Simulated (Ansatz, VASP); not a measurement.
## One calculation of Si, two programs

INCAR

```
SYSTEM = Si
PREC     = Accurate       ! precision mode
ENCUT    = 520            ! plane-wave cutoff, eV
EDIFF    = 1E-6           ! SCF threshold, eV
ISMEAR   = 0              ! smearing method
SIGMA    = 0.01           ! smearing width, eV
LREAL    = .False.        ! projectors in reciprocal space
LASPH    = .True.         ! aspherical terms in the spheres
NELM     = 100            ! most SCF steps
ALGO     = Normal         ! electronic algorithm
ISIF     = 2              ! what is computed and relaxed
LWAVE    = .False.        ! write WAVECAR
LCHARG   = .False.        ! write CHGCAR
GGA      = PS             ! functional
NBANDS   = 11             ! bands
```

Contents of KPOINTS:

```
Automatic mesh
0
Gamma
  8 8 8
  0 0 0
```

File POSCAR:

```
Si
1.0
    0.0000000000      2.7167280764      2.7167280764
    2.7167280764      0.0000000000      2.7167280764
    2.7167280764      2.7167280764      0.0000000000
Si
2
Direct
    0.2481595508      0.2481595508      0.2481595508
    0.0000000000      0.0000000000      0.0000000000
```

Input for Ansatz:

```yaml
crystal:
  lattice:
    - [0.0, 2.71672807639, 2.71672807639]
    - [2.71672807639, 0.0, 2.71672807639]
    - [2.71672807639, 2.71672807639, 0.0]
  atoms:
    - { symbol: Si, position: [0.248159550805, 0.248159550805, 0.248159550805] }
    - { symbol: Si, position: [0.0, 0.0, 0.0] }
kpoints:
  mp_grid: { grid: [8, 8, 8] }
scf:
  occupations: { method: fixed }
  convergence: { dr2_threshold: 1.0e-10 }
hamiltonian:
  xc: pbesol
  pseudopotentials: { kind: all_electron, lapw: { basis_error: 0.0005 } }
output:
  forces: true
  stress: true
  eigenstates:
    kpoints:
      - [0.0, 0.0, 0.0]
      - [0.0, 0.422377749, 0.422377749]
      - [0.422377749, 0.0, 0.422377749]
      - [0.422377749, 0.422377749, 0.0]
      - [-0.5, 0.0, -0.5]
      - [0.0, -0.5, -0.5]
      - [-0.5, -0.5, 0.0]
      - [-0.5, 0.0, 0.0]
      - [0.0, -0.5, 0.0]
      - [0.0, 0.0, -0.5]
      - [-0.5, -0.5, -0.5]
  eigenvalues: true
```

Change from the starting cell: atom 1 moved by [-0.01, -0.01, -0.01] A.

Alike in both runs: task single point; functional PBEsol; k mesh 8 × 8 × 8; no spin polarisation.

|  | VASP | Ansatz |
| --- | --- | --- |
| version | VASP 6.6.1 | Ansatz 0.2.0 |
| potentials or method | VASP PAW PBE potentials, release 64 (Si) | all-electron LAPW, scalar-relativistic |
| plane-wave cutoff (eV) | 520 | see its input |
| occupations | gaussian, width 0.01 eV | fixed |

```csv
,VASP,Ansatz,Ansatz less VASP
gap on the k mesh at the Fermi level (eV),0.46,0.46,+0.007
pressure (GPa),0.1,0.0,-0.16
largest component of the traceless stress (GPa),0.40,0.40,-0.003
rms of the force components (eV/Å),0.138,0.137,-0.0003
```

Atom by atom the forces differ by 0.000 eV/Å (rms over components). Ansatz ran all-electron here, so the differences hold the error of VASP's frozen core and of both bases.

Caveats: the PAW data sets were made with another functional, which shifts forces and pressure a little (VASP).
